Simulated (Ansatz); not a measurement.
# Aluminium, dhcp under revPBE: from relaxation to bulk modulus, part 2 of 2

The plan for aluminium in the dhcp structure: relax it, solve it on a dense k-mesh, then scale the cell to 7 volumes from 88 to 112 % of the relaxed one and try a fit of the equation of state. Spin polarisation is left out. The k-meshes are 13×13×4 for the relaxation; 17×17×5 for the dense run; 14×14×4 for the volumes.

Ansatz 0.2.0; DFT, revPBE, plane waves (420 eV) with PAW, scalar-relativistic. Earlier steps stand in the parts before.

## (6) Equation of state: 96 %

input.yaml reads:

```yaml
crystal:
  lattice:
    - [2.8206652492, 0.0, 0.0]
    - [-1.4103326246, 2.4427677614, 0.0]
    - [0.0, 0.0, 9.3609214676]
  atoms:
    - { symbol: Al, position: [0.0, 0.0, 0.0] }
    - { symbol: Al, position: [0.0, 0.0, 0.5] }
    - { symbol: Al, position: [0.3333333333, 0.6666666667, 0.25] }
    - { symbol: Al, position: [0.6666666667, 0.3333333333, 0.75] }
hamiltonian:
  xc: revpbe
  pseudopotentials:
    kind: paw
    azcp:
      Al: "pseudopotentials/Al.paw.azcp"
basis:
  ecutwfc: 420
  fft_grid_basis: typed
kpoints:
  mp_grid: { grid: [14, 14, 4], shift: [0, 0, 0] }
magnetization:
  spin_polarized: false
scf:
  occupations: { method: fermi_dirac, width: 0.1 }
  lower_state_search: "off"
output:
  stress: true
  write_density: true
  write_potential: true
  elf: true
  volumetric_format: npy
```

Run with:

```bash
> ansatz run input.yaml --threads 2 --pin off --max-ram 5120MiB --backend cpu --events-out ev --progress --plain --runs-dir out
```

The log of the run, shortened:

```text
Warning: RAYON_NUM_THREADS=2 ignored (pool sized by the plan → 2); use --threads N
[...]
Pseudopotentials: kind: paw
Pseudopotential: Al, paw, valence charge 3, recommended cutoff 420 eV (normal), <dir>
Functional definition: revPBE
[...]
Crystal: 4 atoms, lattice volume = 64.499 Å³
Basis set: ecut = 420 eV, 1279 PW (Γ)
Bands: 10, of which v1, the nominal top of the filled ones, is band 6 counted from 1 (5 counted from 0)
Symmetry: 24 space group operations
Space group: P63/mmc (ITA 194), of the structure as read, at distance tolerance 4.0e-5 Å
k-points: 72 of 784
[...]
SCF iter   1: F=—  HF=-2158.433203 eV  |F-HF|=—  |Δ(HF+E_count)|=         —  Δρ=1.75e-3  dr2=1.79e-3  ethr=1.77e-3  ⟨swp⟩=7.1  Hψ=13882  notcnv=0  defer=11
[...]
SCF iter   6: F=-2158.432926 eV  HF=-2158.432926 eV  |F-HF|=2.13e-8  |Δ(HF+E_count)|=   1.60e-7  Δρ=3.41e-6  dr2=2.70e-8  ethr=8.33e-10  ⟨swp⟩=9.3  Hψ=5722  notcnv=0
[...]
SCF converged after 6 iterations
Free energy (F): -2158.432926 eV
[...]
E sigma→0 (E₀):  -2158.407197 eV
Entropy (-TS):   -0.051458 eV (-12.864 meV/atom)
Fermi energy:    8.280903 eV
[...]
--- Stress (GPa, compression-positive) ---
        3.347945      -0.000000       0.000000
        0.000000       3.347945       0.000000
        0.000000       0.000000       3.413216
  P = ⅓ Tr σ = 3.3697 GPa (33.697 kbar)
--- Band table (eV; the first three rows and the last of 72) ---
  k-point 0: bands = ["-3.0281", "-1.3528", "-1.3459", "3.4800", "3.6736", "11.4477", "11.4578", "19.3793", "19.3793", "19.4892", "19.4892", "20.3924", "20.3924", "20.3927"]
[...]
```

Run time: 2.7 s. Hardware: 2 threads of Arm Neoverse V1, shared host; peak memory 0.34 GiB.

## (7) Equation of state: 100 %

input.yaml: that of step 6 with these lines changed.

```diff
@@ -2,5 +2,5 @@
   lattice:
-    - [2.8206652492, 0.0, 0.0]
-    - [-1.4103326246, 2.4427677614, 0.0]
-    - [0.0, 0.0, 9.3609214676]
+    - [2.8593093012, 0.0, 0.0]
+    - [-1.4296546506, 2.4762344921, 0.0]
+    - [0.0, 0.0, 9.4891692051]
   atoms:
```

Run with:

```bash
> ansatz run input.yaml --threads 2 --pin off --max-ram 5120MiB --backend cpu --events-out ev --progress --plain --runs-dir out
```

The log of the run, shortened:

```text
Warning: RAYON_NUM_THREADS=2 ignored (pool sized by the plan → 2); use --threads N
[...]
[... 3 set-up lines as earlier in the session ...]
[...]
Crystal: 4 atoms, lattice volume = 67.186 Å³
Basis set: ecut = 420 eV, 1315 PW (Γ)
Bands: 10, of which v1, the nominal top of the filled ones, is band 6 counted from 1 (5 counted from 0)
[... 2 set-up lines as earlier in the session ...]
k-points: 72 of 784
[...]
SCF iter   1: F=—  HF=-2158.460556 eV  |F-HF|=—  |Δ(HF+E_count)|=         —  Δρ=1.80e-3  dr2=2.04e-3  ethr=1.77e-3  ⟨swp⟩=6.9  Hψ=13654  notcnv=0  defer=12
[...]
SCF iter   6: F=-2158.460138 eV  HF=-2158.460138 eV  |F-HF|=5.91e-12  |Δ(HF+E_count)|=   2.21e-9  Δρ=5.76e-7  dr2=1.83e-10  ethr=3.53e-11  ⟨swp⟩=6.9  Hψ=5239  notcnv=0
[...]
SCF converged after 6 iterations
Free energy (F): -2158.460138 eV
[...]
E sigma→0 (E₀):  -2158.433042 eV
Entropy (-TS):   -0.054192 eV (-13.548 meV/atom)
Fermi energy:    7.855106 eV
[...]
--- Stress (GPa, compression-positive) ---
       -0.108178       0.000000       0.000000
        0.000000      -0.108178       0.000000
        0.000000       0.000000       0.205099
  P = ⅓ Tr σ = -0.0038 GPa (-0.038 kbar)
--- Band table (eV; the first three rows and the last of 72) ---
  k-point 0: bands = ["-3.1723", "-1.5411", "-1.5346", "3.2197", "3.3062", "10.9456", "10.9552", "18.6289", "18.6289", "18.7913", "18.7913", "19.7226", "19.7226", "19.7569"]
[...]
```

Wall time 2.7 s (2 threads of Arm Neoverse V1, shared host); peak memory 0.34 GiB.

## (8) Equation of state: 104 %

input.yaml: that of step 7 with these lines changed.

```diff
@@ -2,5 +2,5 @@
   lattice:
-    - [2.8593093012, 0.0, 0.0]
-    - [-1.4296546506, 2.4762344921, 0.0]
-    - [0.0, 0.0, 9.4891692051]
+    - [2.896936107, 0.0, 0.0]
+    - [-1.4484680535, 2.5088202618, 0.0]
+    - [0.0, 0.0, 9.6140410146]
   atoms:
```

Run with:

```bash
> ansatz run input.yaml --threads 2 --pin off --max-ram 5120MiB --backend cpu --events-out ev --progress --plain --runs-dir out
```

The log of the run, shortened:

```text
Warning: RAYON_NUM_THREADS=2 ignored (pool sized by the plan → 2); use --threads N
[...]
[... 3 set-up lines as earlier in the session ...]
[...]
Crystal: 4 atoms, lattice volume = 69.874 Å³
Basis set: ecut = 420 eV, 1377 PW (Γ)
Bands: 10, of which v1, the nominal top of the filled ones, is band 6 counted from 1 (5 counted from 0)
[... 2 set-up lines as earlier in the session ...]
k-points: 72 of 784
[...]
SCF iter   1: F=—  HF=-2158.437200 eV  |F-HF|=—  |Δ(HF+E_count)|=         —  Δρ=1.87e-3  dr2=2.41e-3  ethr=1.77e-3  ⟨swp⟩=6.8  Hψ=13528  notcnv=0  defer=19
[...]
SCF iter   6: F=-2158.436580 eV  HF=-2158.436580 eV  |F-HF|=2.01e-9  |Δ(HF+E_count)|=   2.00e-8  Δρ=1.75e-6  dr2=3.73e-9  ethr=7.26e-10  ⟨swp⟩=7.4  Hψ=5365  notcnv=0
[...]
SCF converged after 6 iterations
Free energy (F): -2158.436580 eV
[...]
E sigma→0 (E₀):  -2158.408140 eV
Entropy (-TS):   -0.056880 eV (-14.220 meV/atom)
Fermi energy:    7.456979 eV
[...]
--- Stress (GPa, compression-positive) ---
       -2.870693       0.000000       0.000000
        0.000000      -2.870693       0.000000
        0.000000       0.000000      -2.369905
  P = ⅓ Tr σ = -2.7038 GPa (-27.038 kbar)
--- Band table (eV; the first three rows and the last of 72) ---
  k-point 0: bands = ["-3.3043", "-1.7144", "-1.7085", "2.9638", "2.9798", "10.4764", "10.4854", "17.9198", "17.9198", "18.1281", "18.1281", "19.1017", "19.1017", "19.1627"]
[...]
```

Wall time 2.9 s (2 threads of Arm Neoverse V1, shared host); peak memory 0.35 GiB.

## (9) Equation of state: 108 %

input.yaml: that of step 8 with these lines changed.

```diff
@@ -2,5 +2,5 @@
   lattice:
-    - [2.896936107, 0.0, 0.0]
-    - [-1.4484680535, 2.5088202618, 0.0]
-    - [0.0, 0.0, 9.6140410146]
+    - [2.9336100775, 0.0, 0.0]
+    - [-1.4668050388, 2.5405808519, 0.0]
+    - [0.0, 0.0, 9.7357506568]
   atoms:
@@ -28,5 +28 @@
   stress: true
-  write_density: true
-  write_potential: true
-  elf: true
-  volumetric_format: npy
```

Run with:

```bash
> ansatz run input.yaml --threads 2 --pin off --max-ram 5120MiB --backend cpu --events-out ev --progress --plain --runs-dir out
```

The log of the run, shortened:

```text
Warning: RAYON_NUM_THREADS=2 ignored (pool sized by the plan → 2); use --threads N
[...]
[... 3 set-up lines as earlier in the session ...]
[...]
Crystal: 4 atoms, lattice volume = 72.561 Å³
Basis set: ecut = 420 eV, 1389 PW (Γ)
Bands: 10, of which v1, the nominal top of the filled ones, is band 6 counted from 1 (5 counted from 0)
[... 1 set-up line as earlier in the session ...]
Space group: P63/mmc (ITA 194), of the structure as read, at distance tolerance 4.2e-5 Å
k-points: 72 of 784
[...]
SCF iter   1: F=—  HF=-2158.373354 eV  |F-HF|=—  |Δ(HF+E_count)|=         —  Δρ=1.93e-3  dr2=2.82e-3  ethr=1.77e-3  ⟨swp⟩=6.7  Hψ=13432  notcnv=0  defer=10
[...]
SCF iter   6: F=-2158.372559 eV  HF=-2158.372559 eV  |F-HF|=2.22e-10  |Δ(HF+E_count)|=   1.83e-8  Δρ=8.72e-7  dr2=6.44e-10  ethr=6.66e-10  ⟨swp⟩=2.1  Hψ=2918  notcnv=0
[...]
SCF converged after 6 iterations
Free energy (F): -2158.372559 eV
[...]
E sigma→0 (E₀):  -2158.342839 eV
Entropy (-TS):   -0.059440 eV (-14.860 meV/atom)
Fermi energy:    7.083434 eV
[...]
--- Stress (GPa, compression-positive) ---
       -5.070094      -0.000000       0.000000
       -0.000000      -5.070094       0.000000
        0.000000       0.000000      -4.396759
  P = ⅓ Tr σ = -4.8456 GPa (-48.456 kbar)
```

It took 2.3 s on 2 threads of Arm Neoverse V1, shared host; peak memory 0.34 GiB.

## (10) Equation of state: 112 %

input.yaml: that of step 9 with these lines changed.

```diff
@@ -2,5 +2,5 @@
   lattice:
-    - [2.9336100775, 0.0, 0.0]
-    - [-1.4668050388, 2.5405808519, 0.0]
-    - [0.0, 0.0, 9.7357506568]
+    - [2.9693893364, 0.0, 0.0]
+    - [-1.4846946682, 2.571566599, 0.0]
+    - [0.0, 0.0, 9.8544910258]
   atoms:
```

Run with:

```bash
> ansatz run input.yaml --threads 2 --pin off --max-ram 5120MiB --backend cpu --events-out ev --progress --plain --runs-dir out
```

The log of the run, shortened:

```text
Warning: RAYON_NUM_THREADS=2 ignored (pool sized by the plan → 2); use --threads N
[...]
[... 3 set-up lines as earlier in the session ...]
[...]
Crystal: 4 atoms, lattice volume = 75.249 Å³
Basis set: ecut = 420 eV, 1425 PW (Γ)
Bands: 10, of which v1, the nominal top of the filled ones, is band 6 counted from 1 (5 counted from 0)
[... 2 set-up lines as earlier in the session ...]
k-points: 72 of 784
[...]
SCF iter   1: F=—  HF=-2158.277565 eV  |F-HF|=—  |Δ(HF+E_count)|=         —  Δρ=1.98e-3  dr2=3.22e-3  ethr=1.77e-3  ⟨swp⟩=6.9  Hψ=13353  notcnv=0  defer=10
[...]
SCF iter   6: F=-2158.276571 eV  HF=-2158.276571 eV  |F-HF|=4.46e-10  |Δ(HF+E_count)|=   2.85e-8  Δρ=1.01e-6  dr2=1.04e-9  ethr=8.33e-10  ⟨swp⟩=3.9  Hψ=2369  notcnv=0
[...]
SCF converged after 6 iterations
Free energy (F): -2158.276571 eV
[...]
E sigma→0 (E₀):  -2158.245682 eV
Entropy (-TS):   -0.061778 eV (-15.444 meV/atom)
Fermi energy:    6.731750 eV
[...]
--- Stress (GPa, compression-positive) ---
       -6.803762       0.000000       0.000000
        0.000000      -6.803762       0.000000
        0.000000       0.000000      -5.981027
  P = ⅓ Tr σ = -6.5295 GPa (-65.295 kbar)
```

Wall time 2.3 s (2 threads of Arm Neoverse V1, shared host); peak memory 0.35 GiB.

## (11) Fitting the volumes

All volumes keep the relaxed shape and fractional coordinates.

```csv
V (Å³/atom),E − E₀ (meV/atom),P from the stress (GPa),P from the fit (GPa)
14.781,70.8,12.83,12.80
15.453,28.7,7.58,7.50
16.125,6.4,3.37,3.28
16.797,0.0,0.00,-0.08
17.468,6.2,-2.70,-2.77
18.140,22.5,-4.85,-4.92
18.812,46.8,-6.53,-6.63
```

Fit (Birch-Murnaghan, third order): V₀ = 16.778 Å³/atom, B₀ = 75 GPa, B₀′ = 4.6, largest residual 0.04 meV/atom.

The fit is made to E(σ → 0), while the stress belongs to the free energy F; that is one source of the offset between the two pressures.

## (12) Outcome

This closing draws on all 2 parts.

```
                      quantity                                   value
space group (spins left aside)                      P6_3/mmc (No. 194)
             conventional cell  a = 2.859 Å, c = 9.489 Å (c/a = 3.319)
                        volume                          16.797 Å³/atom
             shortest distance                                 2.859 Å
               gap on the mesh            none (levels filled in part)
               relative to fcc                            +15 meV/atom
                   V₀, B₀, B₀′             16.778 Å³/atom, 75 GPa, 4.6
```

In words: From the guessed start the volume grew by 1.2 % in 6 steps. It lies 15 meV/atom above the element's reference form at the same level (fcc, from a run of its own). No gap shows: it is a metal or semimetal at this level. The fitted modulus is 75 GPa; letting shape and positions relax at each volume could only lower it. Relaxation kept the symmetry; phonons were not checked.
